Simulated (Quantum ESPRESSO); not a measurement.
ZrB2: equation of state with LDA

ZrB2:

```
CELL_PARAMETERS angstrom
3.17000 0.00000 0.00000
-1.58500 2.74530 0.00000
0.00000 0.00000 3.53300
ATOMIC_POSITIONS crystal
Zr 0.00000 0.00000 0.00000
B 0.66667 0.33333 0.50000
B 0.33333 0.66667 0.50000
```

```json
{
  "Program": "Quantum ESPRESSO 7.5",
  "Task": "equation of state",
  "Functional": "LDA",
  "Potentials or basis": "PseudoDojo 0.4.1 SR LDA standard",
  "Cutoff": "1034 eV",
  "Density cutoff": "4136 eV",
  "k mesh": "10 × 10 × 8",
  "Occupations": "fermi-dirac, width 0.05 eV",
  "Spin": "no spin polarisation"
}
```

```yaml
Equilibrium_volume: 9.89 Å³/atom
Bulk_modulus_at_fixed_shape_and_positions: 260 GPa
Pressure_derivative_of_the_bulk_modulus: 3.9
```

Energy against volume, from the lowest point:
```tsv
volume (Å³/atom)	energy (meV/atom)
9.634	5.57
9.839	0.00
10.044	1.53
10.249	9.47
10.454	23.22
10.659	42.21
10.864	65.94
```

All runs of the series together: 2.9 min on 1 thread of Arm Neoverse V2 (shared host).

Caveat: the cell was scaled at fixed shape and fractional positions, which overstates the stiffness of a crystal with free parameters, most of all of layers and chains.
